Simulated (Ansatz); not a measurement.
Wires are cut from relaxed bulk GaAs (F-43m, 22.64 Å³/atom, gap on the mesh 0.42 eV); atoms and period are relaxed, and energies count from that bulk. Caps count from half an H2 molecule.

All numbers below come from DFT PBEsol, scalar-relativistic, plane waves, PAW in Ansatz.

Cutoff 420 eV, Gaussian smearing of 0.05 eV, energies at zero smearing, symmetry of each start kept, no spin polarisation.

```json
{"start": "[111] wire, 8 host atoms a period with H caps", "atoms": "22", "k mesh": "1×1×4", "excess energy (eV per host atom)": "0.557", "line energy (eV/Å)": "0.469", "period (Å)": "9.500", "gap on the mesh (eV)": "4.08", "highest filled level or Fermi level under vacuum (eV)": "6.16"}
{"start": "[111] wire, 12 host atoms a period with H caps", "atoms": "30", "k mesh": "1×1×4", "excess energy (eV per host atom)": "0.475", "line energy (eV/Å)": "0.585", "period (Å)": "9.739", "gap on the mesh (eV)": "3.70", "highest filled level or Fermi level under vacuum (eV)": "5.93"}
```

Each run keeps its start's symmetry and one magnetic start, so lower states can exist.

Cost: 2 runs of about 55 core-minutes in all, on Arm Neoverse V1 (shared hosts).